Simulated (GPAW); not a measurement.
Here is a GPAW 26.7.0 calculation.

The input run.py:

```python
import numpy as np
import spglib
from ase import Atoms
from ase.dft.bandgap import bandgap
from ase.io import read, write
from gpaw import GPAW, PW
from gpaw.response.df import DielectricFunction

atoms = read('PbS.cif')
cell, positions, numbers = spglib.find_primitive(
    (atoms.cell[:], atoms.get_scaled_positions(), atoms.numbers), symprec=1e-4)
atoms = Atoms(numbers, cell=cell, scaled_positions=positions, pbc=True)

calc = GPAW(mode=PW(400),
            xc='LDA',
            kpts={'size': (6, 6, 6), 'gamma': True},
            occupations={'name': 'fermi-dirac', 'width': 0.001},
            nbands=19,
            convergence={'density': 1e-06},
            maxiter=150,
            txt='gpaw.txt')
atoms.calc = calc
energy = atoms.get_potential_energy()
calc.write('gs.gpw')
write('result.traj', atoms)
print(f'Energy: {energy:.6f} eV')
print('Fermi level:', round(calc.get_fermi_level(), 4), 'eV')
print(f'Gap: {bandgap(calc)[0]:.4f} eV, direct: {bandgap(calc, direct=True)[0]:.4f} eV')

dense = calc.fixed_density(kpts={'size': (12, 12, 12), 'gamma': True},
                           nbands=36, convergence={'bands': 30},
                           update_fermi_level=True, txt='dense.txt')
dense.write('dense.gpw', mode='all')

df = DielectricFunction('dense.gpw', frequencies=np.array([0.0]), hilbert=False, eta=0.001,
                        ecut=60, nbands=30, txt='df.txt')
for q_c in [[0.0833333333, 0.0833333333, 0.0], [0.1666666667, 0.1666666667, 0.0], [0.25, 0.25, 0.0], [0.3333333333, 0.3333333333, 0.0], [0.5, 0.5, 0.0], [0.75, 0.75, 0.0], [0.9166666667, 0.9166666667, 0.0], [0.0833333333, 0.0, 0.0], [0.1666666667, 0.0, 0.0], [0.25, 0.0, 0.0], [0.3333333333, 0.0, 0.0], [0.5, 0.0, 0.0], [0.75, 0.0, 0.0], [0.9166666667, 0.0, 0.0]]:
    e0, e = df.get_dielectric_function(xc='ALDA', q_c=q_c, filename=None)
    q = np.linalg.norm(2 * np.pi * np.array(q_c) @ atoms.cell.reciprocal())
    print(q_c, f'|q| = {q:.4f} 1/A: eps {e0[0].real:.4f} without, {e[0].real:.4f} with local fields')
```

The input PbS.cif:

```cif
data_PbS
_cell_length_a 5.93150000
_cell_length_b 5.93150000
_cell_length_c 5.93150000
_cell_angle_alpha 90.00000000
_cell_angle_beta 90.00000000
_cell_angle_gamma 90.00000000
_space_group_name_H-M_alt 'Fm-3m'
_space_group_name_Hall '-F 4 2 3'
_space_group_IT_number 225
loop_
_space_group_symop_operation_xyz
'x,y,z'
'-x,-y,-z'
'-y,x,z'
'y,-x,-z'
'-x,-y,z'
'x,y,-z'
'y,-x,z'
'-y,x,-z'
'x,-y,-z'
'-x,y,z'
'-y,-x,-z'
'y,x,z'
'-x,y,-z'
'x,-y,z'
'y,x,-z'
'-y,-x,z'
'z,x,y'
'-z,-x,-y'
'z,-y,x'
'-z,y,-x'
'z,-x,-y'
'-z,x,y'
'z,y,-x'
'-z,-y,x'
'-z,x,-y'
'z,-x,y'
'-z,-y,-x'
'z,y,x'
'-z,-x,y'
'z,x,-y'
'-z,y,x'
'z,-y,-x'
'y,z,x'
'-y,-z,-x'
'x,z,-y'
'-x,-z,y'
'-y,z,-x'
'y,-z,x'
'-x,z,y'
'x,-z,-y'
'-y,-z,x'
'y,z,-x'
'-x,-z,-y'
'x,z,y'
'y,-z,-x'
'-y,z,x'
'x,-z,y'
'-x,z,-y'
'x,y+1/2,z+1/2'
'-x,-y+1/2,-z+1/2'
'-y,x+1/2,z+1/2'
'y,-x+1/2,-z+1/2'
'-x,-y+1/2,z+1/2'
'x,y+1/2,-z+1/2'
'y,-x+1/2,z+1/2'
'-y,x+1/2,-z+1/2'
'x,-y+1/2,-z+1/2'
'-x,y+1/2,z+1/2'
'-y,-x+1/2,-z+1/2'
'y,x+1/2,z+1/2'
'-x,y+1/2,-z+1/2'
[... 41 lines left out ...]
'y+1/2,-x,z+1/2'
'-y+1/2,x,-z+1/2'
'x+1/2,-y,-z+1/2'
'-x+1/2,y,z+1/2'
'-y+1/2,-x,-z+1/2'
'y+1/2,x,z+1/2'
'-x+1/2,y,-z+1/2'
'x+1/2,-y,z+1/2'
'y+1/2,x,-z+1/2'
'-y+1/2,-x,z+1/2'
'z+1/2,x,y+1/2'
'-z+1/2,-x,-y+1/2'
'z+1/2,-y,x+1/2'
'-z+1/2,y,-x+1/2'
'z+1/2,-x,-y+1/2'
'-z+1/2,x,y+1/2'
'z+1/2,y,-x+1/2'
'-z+1/2,-y,x+1/2'
'-z+1/2,x,-y+1/2'
'z+1/2,-x,y+1/2'
'-z+1/2,-y,-x+1/2'
'z+1/2,y,x+1/2'
'-z+1/2,-x,y+1/2'
'z+1/2,x,-y+1/2'
'-z+1/2,y,x+1/2'
'z+1/2,-y,-x+1/2'
'y+1/2,z,x+1/2'
'-y+1/2,-z,-x+1/2'
'x+1/2,z,-y+1/2'
'-x+1/2,-z,y+1/2'
'-y+1/2,z,-x+1/2'
'y+1/2,-z,x+1/2'
'-x+1/2,z,y+1/2'
'x+1/2,-z,-y+1/2'
'-y+1/2,-z,x+1/2'
'y+1/2,z,-x+1/2'
'-x+1/2,-z,-y+1/2'
'x+1/2,z,y+1/2'
'y+1/2,-z,-x+1/2'
'-y+1/2,z,x+1/2'
'x+1/2,-z,y+1/2'
'-x+1/2,z,-y+1/2'
'x+1/2,y+1/2,z'
'-x+1/2,-y+1/2,-z'
'-y+1/2,x+1/2,z'
'y+1/2,-x+1/2,-z'
'-x+1/2,-y+1/2,z'
'x+1/2,y+1/2,-z'
'y+1/2,-x+1/2,z'
'-y+1/2,x+1/2,-z'
'x+1/2,-y+1/2,-z'
'-x+1/2,y+1/2,z'
'-y+1/2,-x+1/2,-z'
'y+1/2,x+1/2,z'
'-x+1/2,y+1/2,-z'
'x+1/2,-y+1/2,z'
'y+1/2,x+1/2,-z'
'-y+1/2,-x+1/2,z'
'z+1/2,x+1/2,y'
'-z+1/2,-x+1/2,-y'
'z+1/2,-y+1/2,x'
'-z+1/2,y+1/2,-x'
'z+1/2,-x+1/2,-y'
'-z+1/2,x+1/2,y'
'z+1/2,y+1/2,-x'
'-z+1/2,-y+1/2,x'
'-z+1/2,x+1/2,-y'
'z+1/2,-x+1/2,y'
'-z+1/2,-y+1/2,-x'
'z+1/2,y+1/2,x'
'-z+1/2,-x+1/2,y'
'z+1/2,x+1/2,-y'
'-z+1/2,y+1/2,x'
'z+1/2,-y+1/2,-x'
'y+1/2,z+1/2,x'
'-y+1/2,-z+1/2,-x'
'x+1/2,z+1/2,-y'
'-x+1/2,-z+1/2,y'
'-y+1/2,z+1/2,-x'
'y+1/2,-z+1/2,x'
'-x+1/2,z+1/2,y'
'x+1/2,-z+1/2,-y'
'-y+1/2,-z+1/2,x'
'y+1/2,z+1/2,-x'
'-x+1/2,-z+1/2,-y'
'x+1/2,z+1/2,y'
'y+1/2,-z+1/2,-x'
'-y+1/2,z+1/2,x'
'x+1/2,-z+1/2,y'
'-x+1/2,z+1/2,-y'
loop_
_atom_site_label
_atom_site_type_symbol
_atom_site_symmetry_multiplicity
_atom_site_Wyckoff_symbol
_atom_site_fract_x
_atom_site_fract_y
_atom_site_fract_z
_atom_site_occupancy
Pb1 Pb 4 a 0.0000000000 0.0000000000 0.0000000000 1
S1 S 4 b 0.5000000000 0.0000000000 0.0000000000 1
```

Potentials or basis: the program's PAW data sets (release 1.2.1) made for this functional, pw.

Run with:

```bash
$ OMP_NUM_THREADS=1 python run.py
```

(1) What does it give for the band gap on the k mesh?

Answers

(1) 0.19 eV, direct.

Caveat: spin-orbit coupling is left out, which as a rule narrows the gap of such compounds by several tenths of an eV.
